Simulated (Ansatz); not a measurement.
## Random displacements in GaN

Computed with DFT PBE, scalar-relativistic, plane waves, PAW (Ansatz 0.2.0). Cutoff 420 eV, Γ-centred 12×12×6 k-points, Gaussian smearing of 0.05 eV. No spin polarisation. Energies are free energies at this smearing, counted from the undisturbed cell; pressure is positive in compression.

The undisturbed cell (relaxed at this level):

```xyz
4
Lattice="3.2184 0.0000 0.0000 -1.6092 2.7872 0.0000 0.0000 0.0000 5.2430" Properties=species:S:1:pos:R:3 pbc="T T T"
Ga    0.0000    1.8582    5.2385
Ga    1.6092    0.9291    2.6170
N     0.0000    1.8582    1.9707
N     1.6092    0.9291    4.5922
```

The atoms are displaced (Å, in the unstrained cell):

| atom | ux | uy | uz |
| --- | --- | --- | --- |
| Ga1 | -0.035 | -0.037 | 0.002 |
| Ga2 | -0.069 | -0.045 | -0.029 |
| N3 | 0.075 | 0.050 | 0.026 |
| N4 | 0.029 | 0.033 | 0.002 |

Strain (Voigt, engineering shear): (-0.0036, 0.0015, -0.0148, -0.0015, 0.0179, 0.0062).

Q: What are the energy change, the stress and the forces?

A: ΔE = 59.8 meV/atom; stress (xx, yy, zz, yz, xz, xy; compression positive) (4.28, 5.01, 4.61, 2.59, 1.13, -2.90) GPa; gap on the mesh 1.66 eV.
```tsv
atom	Fx (eV/Å)	Fy	Fz
Ga1	0.82	0.85	-0.06
Ga2	1.32	1.04	0.87
N3	-1.34	-1.04	-0.74
N4	-0.80	-0.85	-0.07
```

Cost: 1 run of about 0.2 core-minutes, on AMD EPYC 9R45 (Zen 5) (shared hosts).